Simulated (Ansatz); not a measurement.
# Hg (Hg, simple cubic): the cost of one run

Computed with Ansatz 0.2.0 (DFT RPBE, plane waves (420 eV) with PAW, scalar-relativistic; PAW files made under PBE, frozen cores solved again for the functional, unless a step says otherwise).

## (1) The system as given

Symmetry: Pm-3m, No. 221, cubic system. Conventional cell: a = 2.921 Å, b = 2.921 Å, c = 2.921 Å, α = 90.00°, β = 90.00°, γ = 90.00°. Hg (site symmetry m-3m) is surrounded by 6 Hg at 2.92 Å.

As a file:

```cif
data_structure
_symmetry_space_group_name_H-M 'Pm-3m'
_symmetry_Int_Tables_number 221
_cell_length_a 2.9208
_cell_length_b 2.9208
_cell_length_c 2.9208
_cell_angle_alpha 90.000
_cell_angle_beta 90.000
_cell_angle_gamma 90.000
_cell_volume 24.92
loop_
_atom_site_label
_atom_site_type_symbol
_atom_site_symmetry_multiplicity
_atom_site_Wyckoff_symbol
_atom_site_fract_x
_atom_site_fract_y
_atom_site_fract_z
_atom_site_occupancy
Hg1 Hg 1 a 0.00000 0.00000 0.00000 1
```

## (2) Relaxing cell and atoms

Input file input.yaml:

```yaml
crystal:
  lattice:
    - [2.9208326038, 0.0, 0.0]
    - [0.0, 2.9208326038, 0.0]
    - [0.0, 0.0, 2.9208326038]
  atoms:
    - { symbol: Hg, position: [0.0, 0.0, 0.0] }
hamiltonian:
  xc: rpbe
  pseudopotentials:
    kind: paw
    azcp:
      Hg: "pseudopotentials/Hg.paw.azcp"
basis:
  ecutwfc: 420
  fft_grid_basis: typed
kpoints:
  mp_grid: { grid: [11, 11, 11], shift: [0, 0, 0] }
magnetization:
  spin_polarized: false
scf:
  occupations: { method: fermi_dirac, width: 0.1 }
relax:
  max_steps: 60
  f_tol: 0.01
  cell: {}
```

**Question.** How long does this run take on 2 threads of an Arm CPU, shared host, and how much memory does it need?

About 50 s, with a peak of 0.4 GiB.
